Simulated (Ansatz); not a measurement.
Runs of Ansatz 0.2.0 on C. It takes space group R-3m (No. 166, trigonal). The conventional cell has a = 2.466 Å, b = 2.466 Å, c = 24.848 Å, α = 90.00°, β = 90.00°, γ = 120.00°. Around C (site symmetry 3m) lie 3 C at 1.42 Å. C (site symmetry 3m) has 3 C at 1.42 Å as nearest neighbours. This isn't the form of C at room conditions, which is graphite.

```csv
task,level,cell,points for each segment of the path,gap on the mesh (eV),pressure (GPa),relaxed volume (Å³/atom),largest force (eV/Å)
relaxation of cell and atoms,PBE0,relaxed,-,2.84,0.0,10.89,-
single point,PBE0,as given,-,(b),-4.7,-,0.02
relaxation of cell and atoms,HSE06,relaxed,-,(a),0.0,10.89,-
band structure,HSE06,as given,4,-,-4.6,-,0.02
```

Alike in all rows: potentials or basis Ansatz PAW; no spin polarisation; k mesh 8 × 8 × 8; cutoff (eV) 420; smearing fermi-dirac 0.05 eV.

Q: Estimate the missing entries.

A: (a) 2.25; (b) 2.68.

Caveats: the PAW data sets come from PBE, with cores solved anew for the run's functional, which leaves a small shift of forces and pressure; the plane-wave basis is chosen anew once the cell has moved, so the energies of steps on either side of that aren't comparable (some runs); the thresholds are loose for stress (some runs).

A k mesh can miss the band edges.
